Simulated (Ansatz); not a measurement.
# SiC: the cost of one run

Program: Ansatz 0.2.0. Level of theory: DFT PBE, scalar-relativistic, plane waves, PAW. These are calculated values, not measurements.

3 further runs of the same task are left out: 3 set aside as unsound or not needed.

## Step 1: The starting structure

The structure is cubic, space group F-43m (No. 216). The conventional cell has a = 4.380 Å, b = 4.380 Å, c = 4.380 Å, α = 90.00°, β = 90.00°, γ = 90.00°. Around Si (site symmetry -43m) lie 4 C at 1.90 Å. C (site symmetry -43m) is surrounded by 4 Si at 1.90 Å.

As a file:

```cif
data_structure
_symmetry_space_group_name_H-M 'F-43m'
_symmetry_Int_Tables_number 216
_cell_length_a 4.3797
_cell_length_b 4.3797
_cell_length_c 4.3797
_cell_angle_alpha 90.000
_cell_angle_beta 90.000
_cell_angle_gamma 90.000
_cell_volume 84.01
loop_
_atom_site_label
_atom_site_type_symbol
_atom_site_symmetry_multiplicity
_atom_site_Wyckoff_symbol
_atom_site_fract_x
_atom_site_fract_y
_atom_site_fract_z
_atom_site_occupancy
Si1 Si 4 d 0.25000 0.25000 0.75000 1
C1 C 4 a 0.00000 0.00000 0.00000 1
```

It goes back to an entry of the Materials Project.

It is the result of an earlier relaxation at this level (volume 10.50 Å³/atom; gap on the mesh: 1.37 eV).

The host's static dielectric tensor, from an earlier linear-response run, has a mean of 10.39.

## Step 2: The perfect supercell

File input.yaml:

```yaml
crystal:
  lattice:
    - [-4.3797259407, -4.3797259407, 4.3797259407]
    - [4.3797259407, -4.3797259407, -4.3797259407]
    - [4.3797259407, 4.3797259407, 4.3797259407]
  atoms:
    - { symbol: Si, position: [0.25, 0.75, 0.25] }
    - { symbol: Si, position: [0.0, 0.75, 0.5] }
    - { symbol: Si, position: [0.5, 0.5, 0.25] }
    - { symbol: Si, position: [0.25, 0.5, 0.5] }
    - { symbol: Si, position: [0.0, 0.5, 0.75] }
    - { symbol: Si, position: [0.75, 0.75, 0.75] }
    - { symbol: Si, position: [0.5, 0.75, 0.0] }
    - { symbol: Si, position: [0.0, 0.0, 0.25] }
    - { symbol: Si, position: [0.75, 0.25, 0.25] }
    - { symbol: Si, position: [0.5, 0.25, 0.5] }
    - { symbol: Si, position: [0.25, 0.25, 0.75] }
    - { symbol: Si, position: [0.0, 0.25, 0.0] }
    - { symbol: Si, position: [0.75, 0.5, 0.0] }
    - { symbol: Si, position: [0.75, 0.0, 0.5] }
    - { symbol: Si, position: [0.5, 0.0, 0.75] }
    - { symbol: Si, position: [0.25, 0.0, 0.0] }
    - { symbol: C, position: [0.25, 0.5, 0.25] }
    - { symbol: C, position: [0.0, 0.5, 0.5] }
    - { symbol: C, position: [0.5, 0.25, 0.25] }
    - { symbol: C, position: [0.25, 0.25, 0.5] }
    - { symbol: C, position: [0.0, 0.25, 0.75] }
    - { symbol: C, position: [0.75, 0.5, 0.75] }
    - { symbol: C, position: [0.5, 0.5, 0.0] }
    - { symbol: C, position: [1.0, 0.75, 0.25] }
    - { symbol: C, position: [0.75, 0.0, 0.25] }
    - { symbol: C, position: [0.5, 0.0, 0.5] }
    - { symbol: C, position: [0.25, 0.0, 0.75] }
    - { symbol: C, position: [0.0, 0.0, 0.0] }
    - { symbol: C, position: [0.75, 0.25, 0.0] }
    - { symbol: C, position: [0.75, 0.75, 0.5] }
    - { symbol: C, position: [0.5, 0.75, 0.75] }
    - { symbol: C, position: [0.25, 0.75, 0.0] }
basis:
  ecutwfc: 420
  xc_grid: 2
kpoints:
  mp_grid: { grid: [1, 1, 1], shift: [0.0, 0.0, 0.0] }
hamiltonian:
  xc: pbe
scf:
  occupations: { method: gaussian, width: 0.01 }
output:
  forces: true
  stress: true
  eigenvalues: true
```

Command:

```console
$ ansatz run input.yaml --threads 4 --pin off --max-ram 8192MiB --backend cpu --events-out ev --progress --plain --runs-dir out
```

Q: Estimate wall time and peak memory on 4 threads of Arm Neoverse N1, shared host.

About 1.5 s, with a peak of 0.47 GiB.
